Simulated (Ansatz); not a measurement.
# Bi2Te2Se (R-3m) in Ansatz: reference runs

Reference runs on Bi2Te2Se: the cell as given and a disturbed copy.

Program: Ansatz 0.2.0. These are calculated values, not measurements. Logs are shortened: lines on timing, memory, paths and dates and some standing lists are left out, and cuts for length are marked.

**1. The crystal as given**

Symmetry: R-3m, No. 166, trigonal system. Conventional cell: a = 4.322 Å, b = 4.322 Å, c = 31.757 Å, α = 90.00°, β = 90.00°, γ = 120.00°. Around Bi (site symmetry 3m) lie 3 Te at 3.05 Å and 3 Se at 3.11 Å. Te (site symmetry 3m) has 3 Bi at 3.05 Å as nearest neighbours. Around Se (site symmetry -3m) lie 6 Bi at 3.11 Å.

The cell is a database's computed one.

**2. Single point, PBEsol**

Contents of input.yaml:

```yaml
crystal:
  lattice:
    - [2.1609687617, 1.2476358963, 10.5855712543]
    - [-2.1609687617, 1.2476358963, 10.5855712543]
    - [0.0, -2.4952717926, 10.5855712543]
  atoms:
    - { symbol: Bi, position: [0.39172124, 0.39172124, 0.39172124] }
    - { symbol: Bi, position: [0.60827876, 0.60827876, 0.60827876] }
    - { symbol: Te, position: [0.78040487, 0.78040487, 0.78040487] }
    - { symbol: Te, position: [0.21959513, 0.21959513, 0.21959513] }
    - { symbol: Se, position: [0.0, 0.0, 0.0] }
kpoints:
  mp_grid: { grid: [7, 7, 7] }
scf:
  occupations: { method: fermi_dirac, width: 0.05 }
hamiltonian:
  xc: pbesol
  pseudopotentials: { kind: all_electron, lapw: { basis_error: 0.001 } }
output:
  forces: true
  stress: true
  eigenvalues: true
  populations: true
```

Potentials or basis: all-electron LAPW, scalar-relativistic.

Launch:

```
> ansatz run input.yaml --threads 4 --pin off --max-ram 12288MiB --backend cpu --events-out ev --progress --plain --runs-dir out
```

Log:

```text
Warning: RAYON_NUM_THREADS=4 ignored (pool sized by the plan → 4); use --threads N
Bi: projections on atomic orbitals take those of the free atom 1s2 2s2 2p6 3s2 3p6 3d10 4s2 4p6 4d10 4f14 5s2 5p6 5d10 6s2 6p3, of charge +0.00 (hamiltonian.pseudopotentials.projection_atoms)
Te: projections on atomic orbitals take those of the free atom 1s2 2s2 2p6 3s2 3p6 3d10 4s2 4p6 4d10 5s2 5p4, of charge +0.00 (hamiltonian.pseudopotentials.projection_atoms)
Se: projections on atomic orbitals take those of the free atom 1s2 2s2 2p6 3s2 3p6 3d10 4s2 4p4, of charge +0.00 (hamiltonian.pseudopotentials.projection_atoms)
LAPW: plane waves up to 7.369 Å⁻¹, error target 1.0e-3 eV per atom; small_component_spin mean_spin; Se in spheres of 1.553 Å, 24 of its electrons in bands, Dirac shells []; Te in spheres of 1.499 Å, 24 of its electrons in bands, Dirac shells []; Bi in spheres of 1.553 Å, 37 of its electrons in bands, Dirac shells [] (how accurate: hamiltonian.pseudopotentials.lapw.basis_error, Limitations)
Engine: ansatz 0.2.0, x86_64-unknown-linux-gnu
Pseudopotentials: kind: all_electron
Pseudopotential: Bi, LAPW, valence charge 37, lapw/all_electron/scalar/gaussian/Bi, Koelling and Harmon's equation, gaussian nucleus
Pseudopotential: Te, LAPW, valence charge 24, lapw/all_electron/scalar/gaussian/Te, Koelling and Harmon's equation, gaussian nucleus
Pseudopotential: Se, LAPW, valence charge 24, lapw/all_electron/scalar/gaussian/Se, Koelling and Harmon's equation, gaussian nucleus
Functional definition: PBEsol
  exchange = pbesol_x
  correlation = pbesol_c
Crystal: 5 atoms, lattice volume = 171.239 Å³
Basis set: ecut = 206.9022900912081 eV, 1147 PW (Γ), FFT grids on a1−a3, a2−a3, a3, exchange–correlation at level 2
Bands: 88, of which v1, the nominal top of the filled ones, is band 73 counted from 1 (72 counted from 0)
Symmetry: 12 space group operations
Space group: R-3m (ITA 166), of the structure as read, at distance tolerance 5.6e-5 Å
k-points: 44 of 343
Non-local potential: Bi, projectors of the file, none
Non-local potential: Te, projectors of the file, none
Non-local potential: Se, projectors of the file, none
Initial density: superposition of atomic densities (chi_scale 0.1, normalization cell, long waves 10 % of neutral atoms (reshape's long-wave potential 1.10 eV rms, cloud 2.68 Å wide))
Initial wavefunctions: plane waves of lowest kinetic energy (no species holds an atomic orbital)
Functional: x = pbesol(κ = 0.804, μ = 0.12345679012345678), c = pbesol(β = 0.046)
iter 1 solved again at ethr=1.02e-3 eV; its pass at ethr=1.00e-1 eV (dr2=1.49e0 eV) is discarded
SCF iter   1: F=—  HF=-1606797.480735 eV  |F-HF|=—  |Δ(HF+E_count)|=         —  Δρ=1.90e-2  dr2=1.49e0  ethr=1.02e-3  ⟨swp⟩=2.3  Hψ=23702  notcnv=0
preconditioner: auto → Resta (q_TF=auto, 2.657 Å⁻¹)  ε∞=2.9  [insulator: Δε(μ)=0.598 eV  Ē_g=10.967 eV  σ=0.050 eV  W_gap=0.99  n_scr=50 (ndim 8)  ℏωp=15.0 eV  f_vac=0.171  D(μ)=0.00/eV (n_scr^D=0)  ε∞_Penn≈2.9]
SCF iter   2: F=—  HF=-1606797.036079 eV  |F-HF|=—  |Δ(HF+E_count)|=   4.45e-1  Δρ=7.11e-3  dr2=1.76e-1  ethr=1.02e-3  ⟨swp⟩=2.7  Hψ=12067  notcnv=0  defer=1
SCF iter   3: F=—  HF=-1606797.025218 eV  |F-HF|=—  |Δ(HF+E_count)|=   1.09e-2  Δρ=4.77e-3  dr2=9.38e-2  ethr=1.21e-4  ⟨swp⟩=2.0  Hψ=11634  notcnv=0
SCF iter   4: F=—  HF=-1606797.030100 eV  |F-HF|=—  |Δ(HF+E_count)|=         —  Δρ=2.61e-3  dr2=1.05e-1  ethr=6.43e-5  ⟨swp⟩=2.0  Hψ=11277  notcnv=0
the basis was enlarged: its passes take 124.5 KiB over the memory plan, 4 of 4 planned eigensolver slots
iter 5 solved again at ethr=1.39e-6 eV; its pass at ethr=6.43e-5 eV (dr2=2.03e-3 eV) is discarded
SCF iter   5: F=—  HF=-1606797.020518 eV  |F-HF|=—  |Δ(HF+E_count)|=   9.58e-3  Δρ=4.88e-4  dr2=2.02e-3  ethr=1.39e-6  ⟨swp⟩=2.0  Hψ=18634  notcnv=0
SCF iter   6: F=—  HF=-1606797.019883 eV  |F-HF|=—  |Δ(HF+E_count)|=   6.35e-4  Δρ=1.69e-4  dr2=7.21e-5  ethr=1.39e-6  ⟨swp⟩=2.0  Hψ=11355  notcnv=0
SCF iter   7: F=—  HF=-1606797.019918 eV  |F-HF|=—  |Δ(HF+E_count)|=   3.51e-5  Δρ=5.47e-5  dr2=7.87e-6  ethr=4.94e-8  ⟨swp⟩=2.9  Hψ=11462  notcnv=0
SCF iter   8: F=—  HF=-1606797.019922 eV  |F-HF|=—  |Δ(HF+E_count)|=   3.95e-6  Δρ=1.80e-5  dr2=1.37e-6  ethr=5.39e-9  ⟨swp⟩=3.0  Hψ=11546  notcnv=0
SCF iter   9: F=—  HF=-1606797.019922 eV  |F-HF|=—  |Δ(HF+E_count)|=   2.60e-7  Δρ=5.40e-6  dr2=1.24e-7  ethr=9.39e-10  ⟨swp⟩=3.0  Hψ=11581  notcnv=0
SCF iter  10: F=-1606797.019923 eV  HF=-1606797.019922 eV  |F-HF|=1.21e-8  |Δ(HF+E_count)|=   1.23e-7  Δρ=2.08e-6  dr2=1.76e-8  ethr=8.48e-11  ⟨swp⟩=3.0  Hψ=11690  notcnv=0
SCF 1 converged in 10 iterations: F = -1606797.019923 eV  dr2 = 1.76e-8
SCF converged after 10 iterations
Free energy (F): -1606797.019923 eV
Harris-Foulkes:  -1606797.019922 eV  (|F-HF|=1.21e-8)
Internal energy: -1606797.019813 eV  (E = F + TS)
E sigma→0 (E₀):  -1606797.019868 eV
Entropy (-TS):   -0.000109 eV (-0.022 meV/atom)
Fermi energy:    10.426430 eV
--- Per-component energies (eV) ---
  E_band       = -9400.214706
  E_kinetic    = 1813529.237723
  E_xc         = -33071.029160
  E_electrostatic = -3387255.228376  (all electrons and nuclei)
  E_smearing   = -0.000109  (= −TS)
  E_closure    = 0.000000  (closes the sum)
  E_atoms      = -1606776.196097  (free atoms, spherical and without spin; not in F)
  Σ components = -1606797.019923   (vs F -1606797.019923, Δ=0.00e0)
  Basis errors (estimates in eV, not in F): energy 3.6e-4 per atom: plane waves 3.1e-4 (1.7e-4 summed), levels above the bands 3.7e-72, relativity 9.7e-9, radial functions 4.9e-5, core shells 2.4e-8; eigenvalues (radial functions only) 1.1e-6; not estimated: angular momenta, meshes, grids; target (lapw.basis_error) 1.0e-3; muffin-tin radii Se 1.553 Å, Te 1.499 Å, Bi 1.553 Å
--- Forces (eV/Å), atoms counted from 1 ---
  atom   1  Bi     0.00000000    -0.00000000    -0.05088674
  atom   2  Bi     0.00000000     0.00000000     0.05088674
  atom   3  Te     0.00000000    -0.00000000    -0.02783820
  atom   4  Te     0.00000000     0.00000000     0.02783820
  atom   5  Se     0.00000000     0.00000000     0.00000000
  max |Σ_I F_I| component: 1.58e-30 eV/Å
--- Stress (GPa, compression-positive) ---
       -1.435396       0.000000       0.000000
        0.000000      -1.435396       0.000000
        0.000000      -0.000000      -1.474440
  P = ⅓ Tr σ = -1.4484 GPa (-14.484 kbar)
--- Band table (eV; the first three rows and the last of 44) ---
  k-point 0: bands = ["-196.7435", "-148.4094", "-148.4094", "-142.9658", "-142.9658", "-138.1199", "-138.1199", "-138.1177", "-138.1177", "-138.1177", "-138.1177", "-138.1173", "-138.1173", "-138.1158", "-138.1158", "-138.1158", "-138.1158", "-138.1158", "-138.1158", "-136.4183", "-136.4024", "-136.4024", "-98.5128", "-98.5128", "-98.5128", "-98.5128", "-98.5083", "-98.5083", "-81.1731", "-81.1731", "-81.1731", "-81.1731", "-81.1700", "-81.1700", "-36.8460", "-36.8434", "-36.8434", "-36.8302", "-36.8302", "-25.9526", "-25.9526", "-25.9521", "-25.9521", "-25.9466", "-25.9466", "-25.9463", "-25.9463", "-25.9438", "-25.9436", "-12.5639", "-12.5639", "-12.5615", "-12.5615", "-12.5526", "-12.5509", "-12.5496", "-12.5496", "-12.5454", "-12.5454", "-3.3129", "-2.1532", "-1.3019", "1.5454", "1.9877", "8.3770", "8.4995", "8.4995", "8.5209", "9.1989", "9.1989", "9.6017", "9.6017", "10.2037", "10.6100", "11.5841", "11.5841", "12.3842", "12.7586", "12.7586", "16.0009", "16.6447", "16.7191", "16.7980", "16.7980", "17.6175", "17.6175", "18.1277", "18.2290"]
  k-point 1: bands = ["-196.7435", "-148.4094", "-148.4094", "-142.9658", "-142.9658", "-138.1199", "-138.1199", "-138.1177", "-138.1177", "-138.1177", "-138.1177", "-138.1173", "-138.1173", "-138.1158", "-138.1158", "-138.1158", "-138.1158", "-138.1158", "-138.1158", "-136.4183", "-136.4024", "-136.4024", "-98.5128", "-98.5128", "-98.5128", "-98.5128", "-98.5083", "-98.5083", "-81.1731", "-81.1731", "-81.1731", "-81.1731", "-81.1700", "-81.1700", "-36.8460", "-36.8434", "-36.8434", "-36.8302", "-36.8302", "-25.9526", "-25.9524", "-25.9521", "-25.9519", "-25.9467", "-25.9466", "-25.9464", "-25.9463", "-25.9437", "-25.9435", "-12.5658", "-12.5629", "-12.5612", "-12.5589", "-12.5520", "-12.5509", "-12.5498", "-12.5487", "-12.5465", "-12.5452", "-3.1530", "-1.9870", "-1.2048", "1.4453", "1.7866", "7.4538", "7.7368", "8.1059", "8.2407", "9.0378", "9.2226", "9.4732", "9.4815", "9.6952", "11.5307", "12.0464", "12.1019", "12.4786", "12.8798", "13.1855", "15.4271", "16.0326", "16.9932", "17.0169", "17.1054", "17.6722", "17.8543", "17.9976", "19.1764"]
  k-point 2: bands = ["-196.7435", "-148.4094", "-148.4094", "-142.9658", "-142.9658", "-138.1199", "-138.1199", "-138.1177", "-138.1177", "-138.1177", "-138.1177", "-138.1173", "-138.1173", "-138.1158", "-138.1158", "-138.1158", "-138.1158", "-138.1158", "-138.1158", "-136.4183", "-136.4024", "-136.4024", "-98.5128", "-98.5128", "-98.5128", "-98.5128", "-98.5083", "-98.5083", "-81.1731", "-81.1731", "-81.1731", "-81.1731", "-81.1700", "-81.1700", "-36.8460", "-36.8434", "-36.8434", "-36.8302", "-36.8302", "-25.9526", "-25.9522", "-25.9520", "-25.9514", "-25.9468", "-25.9465", "-25.9465", "-25.9461", "-25.9433", "-25.9432", "-12.5712", "-12.5670", "-12.5569", "-12.5551", "-12.5543", "-12.5508", "-12.5477", "-12.5459", "-12.5439", "-12.5434", "-2.7093", "-1.5275", "-0.9738", "0.9821", "1.3210", "6.2416", "7.1628", "7.3604", "7.5477", "8.4516", "8.4735", "9.2722", "9.4631", "9.7725", "11.3421", "12.3040", "12.5178", "13.0766", "13.4753", "14.2790", "14.5712", "16.4092", "16.7074", "17.7067", "17.9388", "17.9862", "18.3225", "18.8971", "19.4237"]
  k-point 43: bands = ["-196.7435", "-148.4094", "-148.4094", "-142.9658", "-142.9658", "-138.1199", "-138.1199", "-138.1177", "-138.1177", "-138.1177", "-138.1177", "-138.1173", "-138.1173", "-138.1158", "-138.1158", "-138.1158", "-138.1158", "-138.1158", "-138.1158", "-136.4183", "-136.4024", "-136.4024", "-98.5128", "-98.5128", "-98.5128", "-98.5128", "-98.5083", "-98.5083", "-81.1731", "-81.1731", "-81.1731", "-81.1731", "-81.1700", "-81.1700", "-36.8460", "-36.8434", "-36.8434", "-36.8302", "-36.8302", "-25.9526", "-25.9524", "-25.9521", "-25.9519", "-25.9467", "-25.9466", "-25.9464", "-25.9463", "-25.9437", "-25.9435", "-12.5658", "-12.5629", "-12.5612", "-12.5589", "-12.5520", "-12.5509", "-12.5498", "-12.5487", "-12.5465", "-12.5452", "-3.1406", "-2.0692", "-1.0803", "1.1751", "2.0105", "7.3946", "8.0013", "8.1225", "8.2510", "8.6078", "8.9270", "9.6079", "9.6381", "10.0575", "11.2483", "11.8967", "12.0849", "12.6776", "13.0018", "13.2112", "15.4842", "16.1968", "16.5613", "17.0144", "17.0842", "17.4284", "17.9896", "18.3946", "18.7901"]
--- Löwdin populations: 5 sites ---
  site symbol       q [e]
     0     Bi     82.5507
     1     Bi     82.5507
     2     Te     52.1353
     3     Te     52.1353
     4     Se     34.4596
  spilling = 0.000554 (of n_electrons = 304.000000)
```

It took 50 s on 4 threads of AMD EPYC 7R43 (Zen 3), shared host; peak memory 1.1 GiB.

Results:

| Property | Result |
| --- | --- |
| Free energy | -1606797.0199 eV |
| Pressure | -1.4 GPa |
| Largest force | 0.051 eV/Å |
| Band gap on the k mesh | 0.41 eV, direct |
| Loewdin charges | Bi +0.45; Te -0.14; Se -0.46 e |

Forces on the atoms (eV/Å):
```
Bi   0.000  0.000 -0.051
Bi   0.000  0.000  0.051
Te   0.000  0.000 -0.028
Te   0.000  0.000  0.028
Se   0.000  0.000  0.000
```

Caveat: spin-orbit coupling is left out, which as a rule narrows the gap of such compounds by several tenths of an eV; an odd mesh through Γ misses points on the zone boundary, where band edges often lie.

**3. Single point, PBEsol (atoms moved at random, drawn with an rms of 0.05 Å)**

Contents of input.yaml:

```yaml
crystal:
  lattice:
    - [2.1609687617, 1.2476358963, 10.5855712543]
    - [-2.1609687617, 1.2476358963, 10.5855712543]
    - [0.0, -2.4952717926, 10.5855712543]
  atoms:
    - { symbol: Bi, position: [0.398995, 0.390649, 0.385517] }
    - { symbol: Bi, position: [0.614501, 0.607213, 0.599207] }
    - { symbol: Te, position: [0.780528, 0.776987, 0.785553] }
    - { symbol: Te, position: [0.212107, 0.223663, 0.221096] }
    - { symbol: Se, position: [-0.005375, -0.000177, 0.008072] }
kpoints:
  mp_grid: { grid: [7, 7, 7] }
scf:
  occupations: { method: fermi_dirac, width: 0.05 }
hamiltonian:
  xc: pbesol
  pseudopotentials: { kind: all_electron, lapw: { basis_error: 0.001 } }
output:
  forces: true
  stress: true
  eigenvalues: true
  populations: true
```

Potentials or basis: all-electron LAPW, scalar-relativistic.

Launch:

```
> ansatz run input.yaml --threads 4 --pin off --max-ram 12288MiB --backend cpu --events-out ev --progress --plain --runs-dir out
```

Run time: 5.2 min. Hardware: 4 threads of AMD EPYC 7R43 (Zen 3), shared host; peak memory 2.6 GiB.

The run converged. Its results:

| Item | Value |
| --- | --- |
| Free energy | -1606797.0034 eV |
| Pressure | -1.6 GPa |
| Largest force | 0.327 eV/Å |
| Band gap on the k mesh | 0.42 eV, direct |
| Loewdin charges | Bi +0.45; Te -0.15, -0.12; Se -0.46 e |

Forces on the atoms (eV/Å):
```
Bi  -0.012 -0.084  0.050
Bi  -0.103 -0.076  0.301
Te  -0.018  0.063 -0.107
Te   0.119  0.056 -0.070
Se   0.013  0.042 -0.174
```

Stress tensor (GPa, compression positive):
```
-1.50  0.15 -0.29
 0.15 -1.50  0.01
-0.29  0.01 -1.71
```

Levels at points of the mesh, in eV from the valence-band top:
| k point | band 70 | band 71 | band 72 | band 73 | band 74 | band 75 | band 76 | band 77 |
| --- | --- | --- | --- | --- | --- | --- | --- | --- |
| (0.00, 0.00, 0.00) | -1.01 | -0.62 | -0.55 | 0.00 | 0.42 | 1.34 | 1.41 | 2.15 |

Caveat: spin-orbit coupling is left out, which as a rule narrows the gap of such compounds by several tenths of an eV; an odd mesh through Γ misses points on the zone boundary, where band edges often lie.
